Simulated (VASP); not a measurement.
Set up this calculation in VASP 6.6.1, as the native input.

- Task: relaxation of cell and atoms
- Functional: PW91
- Potentials or basis: VASP PAW PBE potentials, release 64 (Ga_d, N)
- Cutoff: 600 eV
- k mesh: 10 × 10 × 5
- Occupations: fermi-dirac, width 0.05 eV
- Spin: no spin polarisation
- Further INCAR settings: ALGO = Fast; EDIFF = 1e-06; IBRION = 2; EDIFFG = -0.02; NSW = 40; ISIF = 3

The structure of GaN lies in POSCAR:

```
GaN
1.0
    3.1800000000      0.0000000000      0.0000000000
   -1.5900000000      2.7539607840      0.0000000000
    0.0000000000      0.0000000000      5.1660000000
Ga N
2 2
Direct
    0.6666666667      0.3333333333      0.5000000000
    0.3333333333      0.6666666667      0.0000000000
    0.6666666667      0.3333333333      0.8750000000
    0.3333333333      0.6666666667      0.3750000000
```

These files were run (other wordings do the same):

INCAR

```
  PREC = Accurate
  ENCUT = 600
  EDIFF = 1E-6
  ISMEAR = -1
  SIGMA = 0.05
  LREAL = F
  LASPH = T
  NELM = 80
  ALGO = Fast
  ISIF = 3
  LWAVE = F
  LCHARG = F
  GGA = 91
  IBRION = 2
  NSW = 40
  EDIFFG = -0.02
```

KPOINTS

```
regular mesh
0
Gamma
  10 10 5
```

Potentials or basis: VASP PAW PBE potentials, release 64 (Ga_d, N).

Run with:

```console
$ cat potpaw_PBE.64/Ga_d/POTCAR potpaw_PBE.64/N/POTCAR > POTCAR
$ mpirun -np 1 vasp_std > vasp.out
```

Results of the run:

| Quantity | Value |
| --- | --- |
| Relaxed volume | 11.75 Å³/atom |
| Relaxed cell | a = 3.216 Å, b = 3.216 Å, c = 5.246 Å, α = 90.00°, β = 90.00°, γ = 120.00° |
| Space group after relaxing (to 0.05 Å) | P6_3mc (No. 186) |
| Energy gained by relaxing | 9.8 meV/atom |
| Ionic steps | 4 |
| Pressure after relaxing | 0.0 GPa |
| Largest force after relaxing | 0.006 eV/Å |
| Band gap on the k mesh | 1.73 eV, direct |

Caveat: the PAW data sets were made with another functional, which shifts forces and pressure a little.

Run time: 110 s on 1 thread of AMD EPYC 9R45 (Zen 5) (shared host), peak memory 0.18 GiB.
